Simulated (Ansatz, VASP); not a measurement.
**One calculation of Ta2C, two programs**

```xyz
3
Lattice="3.1059 0.0000 0.0000 -1.5530 2.6898 0.0000 0.0000 0.0000 4.9464" Properties=species:S:1:pos:R:3 pbc="T T T"
Ta    0.0000    1.7932    1.2465
Ta    1.5530    0.8966    3.6999
C     0.0000    0.0000    0.0000
```

Alike in both runs: task single point; functional PBEsol; k mesh 15 × 15 × 8; occupations gaussian, width 0.1 eV; no spin polarisation.

```csv
,VASP,Ansatz
version,VASP 6.6.1,Ansatz 0.2.0
potentials or method,"VASP PAW PBE potentials, release 64 (Ta_pv, C)","scalar-relativistic, plane waves, PAW"
plane-wave cutoff (eV),520,420
valence electrons in the cell,26,30
```

Ansatz gave:

| Quantity | Value |
| --- | --- |
| gap on the k mesh at the Fermi level (eV) | none |
| pressure (GPa) | -3.1 |
| largest component of the traceless stress (GPa) | 0.35 |
| rms of the force components (eV/Å) | 0.023 |

Task: Which values does VASP return?

Result: gap on the k mesh at the Fermi level (eV): none; pressure (GPa): -2.6; largest component of the traceless stress (GPa): 0.38; rms of the force components (eV/Å): 0.044.

Atom by atom the forces differ by 0.021 eV/Å (rms over components). A gap of «none» marks a metal or a gap that the smearing closes. The two sets of potentials don't hold the same shells in valence.

Caveats: the PAW data sets were made with another functional, which shifts forces and pressure a little (VASP). Spin-orbit coupling is left out, which matters for the levels of Ta.
